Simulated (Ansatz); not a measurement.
# Trigonal deformation path in LiCl

The calculation used DFT PBE, scalar-relativistic, plane waves, PAW in Ansatz 0.2.0. Cutoff 420 eV, Γ-centred 8×8×8 k-points, Gaussian smearing of 0.05 eV. No spin polarisation. Energies are free energies at this smearing, counted from the undisturbed cell; pressure is positive in compression.

The undisturbed cell (as given, not relaxed at this level; it stands at 0.4 GPa):

```
CELL_PARAMETERS angstrom
0.00000 2.56476 2.56476
2.56476 0.00000 2.56476
2.56476 2.56476 0.00000
ATOMIC_POSITIONS crystal
Li 0.00000 0.00000 0.00000
Cl 0.50000 0.50000 0.50000
```

At fixed volume and fractional coordinates, lengths along (0.577, 0.577, 0.577) are scaled against those across it; ρ is that ratio over its starting value. At ρ = 0.500 the cell becomes cubic (Pm-3m), and there the slope of the energy vanishes by symmetry.

| ρ | ΔE (meV/atom) |
| --- | --- |
| 0.500 | 286.0 |
| 0.600 | 244.2 |
| 0.710 | 146.7 |
| 0.850 | 40.8 |
| 0.930 | 8.8 |
| 1.000 | 0.0 |
| 1.080 | 11.2 |
| 1.200 | 68.1 |
| 1.410 | 272.4 |
| 1.700 | 743.7 |
| 2.000 | 1349.5 |

(1) Predict the pressure (GPa) at each point.

Results:

(1)
```tsv
ρ	pressure (GPa)
0.500	1.6
0.600	1.6
0.710	1.2
0.850	0.6
0.930	0.4
1.000	0.4
1.080	0.5
1.200	0.8
1.410	2.0
1.700	5.2
2.000	8.4
```